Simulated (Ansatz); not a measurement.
# CuAu (P4/mmm) in Ansatz: reference runs

Reference runs on CuAu: the cell as given and a disturbed copy.

Program: Ansatz 0.2.0. These are calculated values, not measurements. Logs are shortened: lines on timing, memory, paths and dates and some standing lists are left out, and cuts for length are marked.

## 1. The structure

It takes space group P4/mmm (No. 123, tetragonal). The conventional cell has a = 2.811 Å, b = 2.811 Å, c = 3.685 Å, α = 90.00°, β = 90.00°, γ = 90.00°. Au (site symmetry 4/mmm) has 8 Cu at 2.71 Å and 4 Au at 2.81 Å as nearest neighbours. Around Cu (site symmetry 4/mmm) lie 8 Au at 2.71 Å and 4 Cu at 2.81 Å.

## 2. Single point, PBE

Input file input.yaml:

```yaml
crystal:
  lattice:
    - [2.8107494552, 0.0, 0.0]
    - [0.0, 2.8107494552, 0.0]
    - [0.0, 0.0, 3.685]
  atoms:
    - { symbol: Au, position: [0.0, 0.0, 0.0] }
    - { symbol: Cu, position: [0.5, 0.5, 0.5] }
kpoints:
  mp_grid: { grid: [9, 9, 7] }
scf:
  occupations: { method: fermi_dirac, width: 0.05 }
hamiltonian:
  xc: pbe
  pseudopotentials: { kind: all_electron, lapw: { basis_error: 0.001 } }
output:
  forces: true
  stress: true
  eigenvalues: true
  populations: true
```

Potentials or basis: all-electron LAPW, scalar-relativistic.

On the command line:

```bash
$ ansatz run input.yaml --threads 1 --pin off --max-ram 3072MiB --backend cpu --events-out ev --progress --plain --runs-dir out
```

What it wrote:

```text
Warning: RAYON_NUM_THREADS=1 ignored (pool sized by the plan → 1); use --threads N
Au: projections on atomic orbitals take those of the free atom 1s2 2s2 2p6 3s2 3p6 3d10 4s2 4p6 4d10 4f14 5s2 5p6 5d10 6s1, of charge +0.00 (hamiltonian.pseudopotentials.projection_atoms)
Cu: projections on atomic orbitals take those of the free atom 1s2 2s2 2p6 3s2 3p6 3d10 4s1, of charge +0.00 (hamiltonian.pseudopotentials.projection_atoms)
LAPW: plane waves up to 8.441 Å⁻¹, error target 1.0e-3 eV per atom; small_component_spin mean_spin; Cu in spheres of 1.323 Å, 19 of its electrons in bands, Dirac shells []; Au in spheres of 1.387 Å, 43 of its electrons in bands, Dirac shells [] (how accurate: hamiltonian.pseudopotentials.lapw.basis_error, Limitations)
Engine: ansatz 0.2.0, aarch64-unknown-linux-gnu
Pseudopotentials: kind: all_electron
Pseudopotential: Au, LAPW, valence charge 43, lapw/all_electron/scalar/gaussian/Au, Koelling and Harmon's equation, gaussian nucleus
Pseudopotential: Cu, LAPW, valence charge 19, lapw/all_electron/scalar/gaussian/Cu, Koelling and Harmon's equation, gaussian nucleus
Functional definition: PBE
  parameter kappa = 0.804
  parameter beta = 0.06672455060314922
  exchange = pbe_x(kappa = kappa, mu = beta*pi^2/3)
  correlation = pbe_c(beta = beta)
Crystal: 2 atoms, lattice volume = 29.113 Å³
Basis set: ecut = 271.4698408261457 eV, 293 PW (Γ), exchange–correlation at level 2
Bands: 38, of which v1, the nominal top of the filled ones, is band 31 counted from 1 (30 counted from 0)
Symmetry: 16 space group operations
Space group: P4/mmm (ITA 123), of the structure as read, at distance tolerance 3.1e-5 Å
k-points: 60 of 567
Non-local potential: Au, projectors of the file, none
Non-local potential: Cu, projectors of the file, none
Initial density: superposition of atomic densities (chi_scale 0.1, normalization cell, long waves kept (reshape's long-wave potential 0.00 eV rms))
Initial wavefunctions: plane waves of lowest kinetic energy (no species holds an atomic orbital)
Functional: x = pbe(κ = 0.804, μ = 0.2195149727645171), c = pbe(β = 0.06672455060314922)
iter 1 solved again at ethr=2.76e-4 eV; its pass at ethr=1.00e-1 eV (dr2=1.71e-1 eV) is discarded
SCF iter   1: F=—  HF=-562260.211314 eV  |F-HF|=—  |Δ(HF+E_count)|=         —  Δρ=3.28e-2  dr2=1.72e-1  ethr=2.76e-4  ⟨swp⟩=2.9  Hψ=14727  notcnv=0
preconditioner: auto → Kerker (q_TF=auto, 3.095 Å⁻¹)  [metal: Δε(μ)=0.088 eV  Ē_g=13.399 eV  σ=0.050 eV  W_gap=0.37  n_scr=14 (ndim 8)  ℏωp=32.3 eV  f_vac=0.003  D(μ)=0.65/eV (n_scr^D=2)]
SCF iter   2: F=—  HF=-562260.576936 eV  |F-HF|=—  |Δ(HF+E_count)|=   3.66e-1  Δρ=2.41e-2  dr2=3.23e-1  ethr=2.76e-4  ⟨swp⟩=3.0  Hψ=7432  notcnv=0
SCF iter   3: F=—  HF=-562259.298776 eV  |F-HF|=—  |Δ(HF+E_count)|=    1.28e0  Δρ=9.49e-3  dr2=2.19e-2  ethr=2.76e-4  ⟨swp⟩=3.0  Hψ=6772  notcnv=0
SCF iter   4: F=—  HF=-562259.288103 eV  |F-HF|=—  |Δ(HF+E_count)|=   1.07e-2  Δρ=7.15e-3  dr2=1.53e-2  ethr=3.54e-5  ⟨swp⟩=2.0  Hψ=6549  notcnv=0
SCF iter   5: F=—  HF=-562259.285280 eV  |F-HF|=—  |Δ(HF+E_count)|=   2.82e-3  Δρ=3.55e-3  dr2=4.35e-3  ethr=2.47e-5  ⟨swp⟩=2.0  Hψ=6524  notcnv=0
SCF iter   6: F=—  HF=-562259.286046 eV  |F-HF|=—  |Δ(HF+E_count)|=   7.66e-4  Δρ=1.53e-3  dr2=1.29e-3  ethr=7.01e-6  ⟨swp⟩=2.0  Hψ=6539  notcnv=0
iter 7 solved again at ethr=3.35e-8 eV; its pass at ethr=2.09e-6 eV (dr2=2.08e-5 eV) is discarded
SCF iter   7: F=—  HF=-562259.285821 eV  |F-HF|=—  |Δ(HF+E_count)|=   2.25e-4  Δρ=2.82e-4  dr2=2.07e-5  ethr=3.35e-8  ⟨swp⟩=2.0  Hψ=11179  notcnv=0
SCF iter   8: F=—  HF=-562259.285788 eV  |F-HF|=—  |Δ(HF+E_count)|=   3.36e-5  Δρ=1.64e-4  dr2=7.21e-6  ethr=3.34e-8  ⟨swp⟩=2.0  Hψ=6550  notcnv=0
SCF iter   9: F=—  HF=-562259.285784 eV  |F-HF|=—  |Δ(HF+E_count)|=   4.05e-6  Δρ=1.17e-4  dr2=8.74e-6  ethr=1.16e-8  ⟨swp⟩=2.1  Hψ=6560  notcnv=0
SCF iter  10: F=—  HF=-562259.285779 eV  |F-HF|=—  |Δ(HF+E_count)|=   4.26e-6  Δρ=2.79e-5  dr2=5.04e-7  ethr=1.16e-8  ⟨swp⟩=2.0  Hψ=6550  notcnv=0
SCF iter  11: F=-562259.285779 eV  HF=-562259.285779 eV  |F-HF|=6.22e-8  |Δ(HF+E_count)|=   7.25e-8  Δρ=8.68e-6  dr2=3.16e-8  ethr=8.12e-10  ⟨swp⟩=2.0  Hψ=6550  notcnv=0
SCF 1 converged in 11 iterations: F = -562259.285779 eV  dr2 = 3.16e-8
SCF converged after 11 iterations
Free energy (F): -562259.285779 eV
Harris-Foulkes:  -562259.285779 eV  (|F-HF|=6.22e-8)
Internal energy: -562259.281899 eV  (E = F + TS)
E sigma→0 (E₀):  -562259.283839 eV
Entropy (-TS):   -0.003880 eV (-1.940 meV/atom)
Fermi energy:    21.559633 eV
--- Per-component energies (eV) ---
  E_band       = -4276.227727
  E_kinetic    = 635330.764386
  E_xc         = -11756.101301
  E_electrostatic = -1185833.944984  (all electrons and nuclei)
  E_smearing   = -0.003880  (= −TS)
  E_closure    = 0.000000  (closes the sum)
  E_atoms      = -562252.195737  (free atoms, spherical and without spin; not in F)
  Σ components = -562259.285779   (vs F -562259.285779, Δ=0.00e0)
  Basis errors (estimates in eV, not in F): energy 2.3e-4 per atom: plane waves 2.1e-4 (1.1e-4 summed), levels above the bands 2.9e-154, relativity 3.2e-8, radial functions 2.6e-5, core shells 4.9e-8; eigenvalues (radial functions only) 1.6e-6; not estimated: angular momenta, meshes, grids; target (lapw.basis_error) 1.0e-3; muffin-tin radii Cu 1.323 Å, Au 1.387 Å
--- Forces (eV/Å), atoms counted from 1 ---
  atom   1  Au    -0.00000000     0.00000000     0.00000000
  atom   2  Cu     0.00000000    -0.00000000    -0.00000000
  max |Σ_I F_I| component: 2.47e-31 eV/Å
--- Stress (GPa, compression-positive) ---
        4.736892      -0.000000      -0.000000
       -0.000000       4.736892      -0.000000
       -0.000000      -0.000000       4.056547
  P = ⅓ Tr σ = 4.5101 GPa (45.101 kbar)
--- Band table (eV; the first three rows and the last of 60) ---
  k-point 0: bands = ["-301.5658", "-301.5658", "-301.5608", "-301.5578", "-301.5399", "-90.6678", "-84.2653", "-57.3160", "-57.3080", "-57.3080", "-57.3036", "-57.3013", "-57.2922", "-57.2922", "-48.0588", "-48.0476", "-48.0476", "-35.6834", "-35.6250", "-35.6250", "11.7939", "14.9783", "15.1293", "17.5307", "17.5307", "18.5958", "18.7752", "19.4676", "19.9184", "20.1423", "20.1423", "23.6656", "29.6072", "31.5954", "31.5954", "38.2830", "38.3772", "38.9354"]
  k-point 1: bands = ["-301.5658", "-301.5658", "-301.5608", "-301.5578", "-301.5399", "-90.6678", "-84.2653", "-57.3160", "-57.3080", "-57.3080", "-57.3036", "-57.3013", "-57.2922", "-57.2922", "-48.0588", "-48.0476", "-48.0476", "-35.6844", "-35.6249", "-35.6249", "12.0417", "15.0227", "15.2122", "17.5793", "17.5793", "18.6344", "18.7081", "19.3973", "19.8742", "19.9896", "19.9896", "22.2874", "31.3702", "32.0749", "32.0749", "37.2859", "38.2549", "40.1906"]
  k-point 2: bands = ["-301.5658", "-301.5658", "-301.5608", "-301.5578", "-301.5399", "-90.6678", "-84.2653", "-57.3160", "-57.3080", "-57.3080", "-57.3036", "-57.3013", "-57.2922", "-57.2922", "-48.0589", "-48.0475", "-48.0475", "-35.6868", "-35.6249", "-35.6249", "12.7189", "15.1284", "15.4187", "17.7097", "17.7097", "18.5513", "18.7328", "19.1472", "19.6392", "19.6392", "19.7630", "20.1296", "33.3992", "33.3992", "34.6595", "36.4153", "38.0405", "39.9237"]
  k-point 59: bands = ["-301.5658", "-301.5658", "-301.5608", "-301.5578", "-301.5399", "-90.6657", "-84.2536", "-57.3155", "-57.3088", "-57.3088", "-57.3033", "-57.3015", "-57.2921", "-57.2921", "-48.0635", "-48.0635", "-48.0561", "-35.7632", "-35.7630", "-35.6612", "15.0443", "15.8125", "15.8845", "17.7511", "18.3907", "18.3986", "18.7210", "19.4922", "19.8181", "19.9450", "25.0511", "26.6191", "26.8697", "27.7956", "28.8236", "29.2688", "30.6669", "32.2081"]
--- Löwdin populations: 2 sites ---
  site symbol       q [e]
     0     Au     78.8767
     1     Cu     28.8010
  spilling = 0.002985 (of n_electrons = 108.000000)
```

It took 25 s on 1 thread of Arm Neoverse V1, shared host; peak memory 0.41 GiB.

Results:

```
Free energy            : -562259.2858 eV
Pressure               : 4.5 GPa
Band gap on the k mesh : none (metal or under the smearing width)
```

Stress tensor (GPa, compression positive):
```
4.74 0.00 0.00
0.00 4.74 0.00
0.00 0.00 4.06
```

Levels at points of the mesh, in eV from the Fermi level:
| k point | band 28 | band 29 | band 30 | band 31 | band 32 | band 33 | band 34 | band 35 |
| --- | --- | --- | --- | --- | --- | --- | --- | --- |
| (0.00, 0.00, 0.00) | -2.09 | -1.64 | -1.42 | -1.42 | 2.11 | 8.05 | 10.04 | 10.04 |

## 3. Equation of state, PBE

Potentials or basis: all-electron LAPW, scalar-relativistic.

No new run: the results of the series are fitted here.

What came out:

- Equilibrium volume: 14.99 Å³/atom
- Bulk modulus at fixed shape and positions: 142 GPa
- Pressure derivative of the bulk modulus: 5.6

Energy against volume, from the lowest point:
```tsv
volume (Å³/atom)	energy (meV/atom)
13.683	60.96
13.974	34.90
14.265	16.64
14.556	5.29
14.847	0.00
15.139	0.06
15.430	4.80
```

Caveat: the cell was scaled at fixed shape and fractional positions, which overstates the stiffness of a crystal with free parameters, most of all of layers and chains. Spin-orbit coupling is left out, which matters for the levels of Au.

## 4. Single point, PBE (atoms moved at random, drawn with an rms of 0.05 Å)

input.yaml, as its differences from that of step 2:

```diff
@@ -6,4 +6,4 @@
   atoms:
-    - { symbol: Au, position: [0.0, 0.0, 0.0] }
-    - { symbol: Cu, position: [0.5, 0.5, 0.5] }
+    - { symbol: Au, position: [-0.00706, 0.003154, -0.015573] }
+    - { symbol: Cu, position: [0.496564, 0.48971, 0.494763] }
 kpoints:
```

On the command line:

```bash
$ ansatz run input.yaml --threads 1 --pin off --max-ram 3072MiB --backend cpu --events-out ev --progress --plain --runs-dir out
```

It took 3.5 min on 1 thread of Arm Neoverse V1, shared host; peak memory 0.87 GiB.

The run converged. Its results:

```yaml
Free_energy: -562259.2779 eV
Pressure: 4.7 GPa
Largest_force: 0.305 eV/Å
Band_gap_on_the_k_mesh: none (metal or under the smearing width)
```

Forces in eV/Å, atoms in the order of the input:
```
Au   0.036 -0.135  0.271
Cu  -0.036  0.135 -0.271
```

Stress tensor (GPa, compression positive):
```
 4.94 -0.02  0.05
-0.02  4.89 -0.17
 0.05 -0.17  4.28
```

Levels at points of the mesh, in eV from the Fermi level:
| k point | band 29 | band 30 | band 31 | band 32 | band 33 | band 34 |
| --- | --- | --- | --- | --- | --- | --- |
| (0.00, 0.00, 0.00) | -1.64 | -1.42 | -1.42 | 2.11 | 8.04 | 10.04 |

## 5. Overview

```tsv
task	cell	cutoff (eV)	basis error allowed	gap on the mesh (eV)	pressure (GPa)
single point	as given	271	0.001 eV/atom	none	4.5
equation of state	as given	-	0.0005 eV/atom	-	-
single point	atoms moved at random, drawn with an rms of 0.05 Å	284	0.001 eV/atom	none	4.7
```

Alike in all rows: level PBE; potentials or basis all-electron LAPW, scalar-relativistic; no spin polarisation; k mesh 9 × 9 × 7; smearing fermi-dirac 0.05 eV.

Caveats: the cell was scaled at fixed shape and fractional positions, which overstates the stiffness of a crystal with free parameters, most of all of layers and chains (some runs).

Compare energies only between runs with the same functional and basis.
